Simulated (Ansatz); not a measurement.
## Ge: vibrational free energy, entropy and heat capacity

Computed with Ansatz 0.2.0, DFT PBE, scalar-relativistic, plane waves, PAW. Plane waves to 420 eV; Γ-centred k mesh 12×12×8; Fermi-Dirac smearing of 0.15 eV. No spin polarisation. Phonons by linear response, acoustic sum rule imposed.

The cell, relaxed at this level:
Space group P6_3/mmc (No. 194). a = 4.058 Å, b = 4.058 Å, c = 6.696 Å, α = 90.00°, β = 90.00°, γ = 120.00°
```tsv
atom	site	symmetry	x	y	z
Ge	4f	3m.	0.3333	0.6667	0.0629
```

The structure comes from a generated guess, relaxed at this level; another structure or a mixture of phases may lie lower. In a metal, frequencies and elastic constants depend on the k mesh and the smearing, soft modes and shear constants most. The q mesh is coarse, so values between its points are rough. This form isn't the element's ground state: it lies 15 meV/atom above the standard structure at this level.

Force constants from linear response on a 2×2×1 q mesh, interpolated to a fine mesh.

(1) What is the zero-point energy per atom?

(2) How large are the vibrational entropy and heat capacity at 300 K?

(3) Tabulate them against temperature.

Results:

(1) 32.7 meV.

(2) S = 4.07 k_B and C_V = 2.80 k_B per atom, 93 % of the Dulong–Petit value.

(3)
| T (K) | F_vib (meV/atom) | S (k_B/atom) | C_V (k_B/atom) |
| --- | --- | --- | --- |
| 100 | 27.7 | 1.43 | 1.80 |
| 200 | 8.3 | 2.98 | 2.58 |
| 300 | -22.3 | 4.07 | 2.80 |
| 400 | -61.1 | 4.89 | 2.88 |
| 500 | -106.1 | 5.54 | 2.92 |
| 600 | -156.3 | 6.08 | 2.95 |
| 700 | -210.6 | 6.53 | 2.96 |
| 800 | -268.6 | 6.93 | 2.97 |
| 900 | -329.9 | 7.28 | 2.98 |
| 1000 | -394.0 | 7.59 | 2.98 |
